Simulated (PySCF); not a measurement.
# Two probes of the same atoms: core binding energy and nuclear shielding

Species: propanal, C₃H₆O.
Geometry (PBE0-D3(BJ)/def2-SVP, Å), atoms numbered from 1 in this order:
```
atom  x, y, z in Å
C1    -1.0634    0.4704   -0.0996
C2     0.0463   -0.5584   -0.1720
C3     1.3777   -0.0584    0.3123
O4     1.5880    1.0576    0.7053
H5    -2.0120    0.0585   -0.4723
H6    -0.8135    1.3595   -0.6961
H7    -1.2168    0.8098    0.9350
H8    -0.1882   -1.4683    0.4116
H9     0.2031   -0.9286   -1.2029
H10    2.2034   -0.8189    0.2831
```

Binding energies: PySCF 2.14.0, delta-SCF UKS SCAN, pcX-2 on the ionised atom, pcseg-1 elsewhere, spin-free X2C. Shieldings: GIAO PBE0/pcSseg-1, non-relativistic, same geometry.

| atom | C 1s (eV) |
| --- | --- |
| C1 | 290.93 |
| C2 | 291.31 |
| C3 | 293.65 |

Question: What are the absolute isotropic shieldings of these atoms?

Answer: 
```
atom                    environment  C 1s (eV)  isotropic shielding (ppm)
  C1                  methyl carbon     290.93                      177.4
  C2  sp3 carbon next to a carbonyl     291.31                      142.5
  C3                aldehyde carbon     293.65                      -19.7
```

Question: Among the listed atoms, is the one with the highest binding energy also the least shielded?

Answer: Yes: C3 has both (293.65 eV, -19.7 ppm).

By binding energy: C1 < C2 < C3. By shielding: C3 < C2 < C1.

Geometry: PBE0-D3(BJ)/def2-SVP, one conformer, isolated molecule.
